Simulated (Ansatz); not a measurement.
The calculation used DFT, PBE, plane waves (420 eV) with PAW, scalar-relativistic (Ansatz).

An element in the simple cubic structure gives this curve. The cell is scaled uniformly from the relaxed one, with fractional coordinates and shape fixed. Energies are extrapolated to zero smearing, pressures are those at the given smearing. Magnetic state: spin not included.

```csv
V (Å³/atom),E − E₀ (meV/atom),P (GPa)
14.256,98.3,17.70
14.904,41.3,10.65
15.552,10.2,4.94
16.200,0.0,0.34
16.848,6.6,-3.35
17.496,26.6,-6.32
18.144,57.4,-8.68
```

Task: Which element is it?
A. molybdenum
B. palladium
C. rhenium
D. silicon

Result: D. Its fit is V₀ = 16.25 Å³/atom, B₀ = 102 GPa, B₀′ = 4.5.
